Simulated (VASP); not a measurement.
Crystal: Te.

```xyz
3
Lattice="4.6014 0.0000 0.0000 -2.3007 3.9849 0.0000 0.0000 0.0000 5.9001" Properties=species:S:1:pos:R:3 pbc="T T T"
Te    1.1812    0.0000    1.9667
Te   -0.5906    1.0229    3.9334
Te    1.7101    2.9620    0.0000
```

| Item | Value |
| --- | --- |
| Program | VASP 6.6.1 |
| Task | relaxation of cell and atoms |
| Functional | PBEsol |
| Potentials or basis | VASP PAW PBE potentials, release 64 (Te) |
| Cutoff | 480 eV |
| k mesh | 9 × 9 × 6 |
| Occupations | gaussian, width 0.1 eV |
| Spin | no spin polarisation |

At the start: pressure -1.6 GPa; volume 36.06 Å³/atom.

Q: How do energy, volume and symmetry change on relaxing?

A: Over 15 steps the energy falls by 38.1 meV/atom and the volume is 32.02 Å³/atom (-11.2 %); space group P3_121 (No. 152, to 0.05 Å).

The path:
| step | energy change (eV) | largest force (eV/Å) | pressure (GPa) | volume (Å³) |
| --- | --- | --- | --- | --- |
| 1 | 0.0000 | 0.1671 | -1.55 | 108.18 |
| 2 | -0.0282 | 0.4457 | 0.49 | 102.80 |
| 3 | -0.0283 | 0.4327 | 0.39 | 103.04 |
| 4 | -0.0590 | 0.3529 | 0.42 | 101.06 |
| 5 | -0.1040 | 0.1643 | 1.21 | 95.17 |
| 6 | -0.0963 | 0.1099 | -1.71 | 99.38 |
| 7 | -0.1133 | 0.0368 | -0.11 | 96.92 |
| 8 | -0.1133 | 0.0392 | -0.08 | 96.88 |
| 9 | -0.1137 | 0.0320 | -0.06 | 96.70 |
| 10 | -0.1144 | 0.0108 | 0.03 | 96.14 |
| 11 | -0.1144 | 0.0067 | 0.03 | 96.03 |
| 12 | -0.1144 | 0.0045 | 0.05 | 95.97 |
| 13 | -0.1144 | 0.0056 | 0.05 | 96.00 |
| 14 | -0.1143 | 0.0133 | -0.13 | 96.24 |
| 15 | -0.1144 | 0.0009 | 0.01 | 96.06 |

Final structure:
```cif
data_structure
_symmetry_space_group_name_H-M 'P 1'
_symmetry_Int_Tables_number 1
_cell_length_a 4.3115
_cell_length_b 4.3115
_cell_length_c 5.9668
_cell_angle_alpha 90.000
_cell_angle_beta 90.000
_cell_angle_gamma 120.000
_cell_volume 96.06
loop_
_atom_site_label
_atom_site_type_symbol
_atom_site_fract_x
_atom_site_fract_y
_atom_site_fract_z
_atom_site_occupancy
Te1 Te 0.28471 0.00000 0.33333 1
Te2 Te 0.00000 0.28471 0.66667 1
Te3 Te 0.71529 0.71529 0.00000 1
```

Caveat: the PAW data sets were made with another functional, which shifts forces and pressure a little.
